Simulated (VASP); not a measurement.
**TiC: relaxation of cell and atoms with PBEsol**

Crystal: TiC.

```
CELL_PARAMETERS angstrom
0.00000 2.15930 2.15930
2.15930 0.00000 2.15930
2.15930 2.15930 0.00000
ATOMIC_POSITIONS crystal
Ti 0.00000 0.00000 0.00000
C 0.50000 0.50000 0.50000
```

```
Program                : VASP 6.6.1
Task                   : relaxation of cell and atoms
Functional             : PBEsol
Potentials or basis    : VASP PAW PBE potentials, release 64 (Ti_sv, C)
Cutoff                 : 600 eV
k mesh                 : 14 × 14 × 14
Occupations            : methfessel-paxton, width 0.1 eV
Spin                   : no spin polarisation
Further INCAR settings : ALGO = Normal; EDIFF = 1e-06; IBRION = 2; EDIFFG = -0.01; NSW = 90; ISIF = 3
```

* Relaxed volume: 9.90 Å³/atom
* Relaxed cell: a = 3.036 Å, b = 3.036 Å, c = 3.036 Å, α = 60.00°, β = 60.00°, γ = 60.00°
* Space group after relaxing (to 0.05 Å): Fm-3m (No. 225)
* Energy gained by relaxing: 2.4 meV/atom
* Ionic steps: 3
* Pressure after relaxing: 0.0 GPa
* Band gap on the k mesh: none (metal or under the smearing width)

The path:
```tsv
step	energy change (eV)	largest force (eV/Å)	pressure (GPa)	volume (Å³)
1	0.0000	0.0000	-4.41	20.14
2	0.0042	0.0000	6.42	19.34
3	-0.0048	0.0000	-0.02	19.80
```

Final structure:
```
Ti C
1.0
     0.00000    2.14711    2.14711
     2.14711    0.00000    2.14711
     2.14711    2.14711    0.00000
Ti C
1 1
Direct
  0.00000 0.00000 0.00000
  0.50000 0.50000 0.50000
```

Levels at points of the mesh, in eV from the Fermi level:
```csv
k point,band 4,band 5,band 6,band 7,band 8,band 9,band 10,band 11,band 12
"(0.00, 0.00, 0.00)",-32.37,-12.49,0.67,0.67,0.67,1.74,1.74,1.74,1.78
"(0.50, 0.00, 0.00)",-32.42,-8.84,-5.99,-2.98,-2.98,3.02,3.02,4.26,8.30
"(0.50, 0.50, 0.00)",-32.56,-10.16,-3.46,-1.75,0.00,0.00,2.83,3.65,3.65
```

Wall time 24 s on 2 MPI ranks on Intel(R) Xeon(R) Platinum 8488C (Sapphire Rapids), with other jobs on the host, peak memory 0.15 GiB a rank.

Caveat: the PAW data sets were made with another functional, which shifts forces and pressure a little.
